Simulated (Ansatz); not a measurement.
## Calculated ⁶⁷Zn NMR of the central transition for ZnO under strain

Cell: a COD entry, relaxed with PBE at fixed cell and then changed (z compressed by 1 %, ions relaxed).

```xyz
4
Lattice="3.2494 0.0000 0.0000 -1.6247 2.8141 0.0000 0.0000 0.0000 5.1518" Properties=species:S:1:pos:R:3 pbc="T T T"
Zn    0.0000    1.8760   -0.0046
Zn    1.6247    0.9380    2.5713
O     0.0000    1.8760    1.9730
O     1.6247    0.9380    4.5489
```

Sites (sets of like atoms) are named by element and the number of their first atom in this list.

Method: Kohn–Sham DFT in Ansatz, PBE, plane waves and PAW, scalar-relativistic, 420 eV cutoff, Γ-centred 11×11×6 k-points, Fermi–Dirac smearing 0.02 eV.

⁶⁷Zn has I = 5/2 and Q = 122.0 mb (Pyykkö 2018); at 23.5 T its Larmor frequency is ν₀ = 62.7 MHz. Only the quadrupole interaction is simulated: positions count from each site's isotropic chemical shift, and J coupling is left out, as are shift anisotropy and dipolar coupling, which fast spinning averages.

(1) Simulate the second-order pattern (fast magic-angle spinning, Gaussian broadening 0.02 kHz) of site Zn (4 O at 1.97–1.98 Å; also 1 O at 3.17 Å).

## Answers

(1) The calculation gives C_Q = 2.06 MHz and η = 0.00, so ν_Q = 0.309 MHz and the centre of gravity lies at -6.48 ppm (-0.407 kHz).

offset (kHz), height and a bar:
```
  -1.0571          0 
  -1.0260          1 
  -0.9948          4 #
  -0.9637          4 #
  -0.9326          4 #
  -0.9014          4 #
  -0.8703          4 #
  -0.8392          4 #
  -0.8081          5 #
  -0.7769          5 #
  -0.7458          5 #
  -0.7147          5 ##
  -0.6835          5 ##
  -0.6524         21 ######
  -0.6213         76 #######################
  -0.5902         45 ##############
  -0.5590         37 ###########
  -0.5279         33 ##########
  -0.4968         31 #########
  -0.4656         30 #########
  -0.4345         29 #########
  -0.4034         29 #########
  -0.3723         29 #########
  -0.3411         30 #########
  -0.3100         32 #########
  -0.2789         34 ##########
  -0.2477         38 ###########
  -0.2166         44 #############
  -0.1855         59 ##################
  -0.1544        100 ##############################
  -0.1232         10 ###
  -0.0921          0
```

An axis of threefold or higher order runs through Zn, so V_zz lies along it and η is zero.

With a gap of 0.8 eV on this mesh, small gradients can still move by 0.1 × 10²¹ V/m² or more as the k-mesh gets denser. At this changed cell the PBE pressure is 6 GPa.
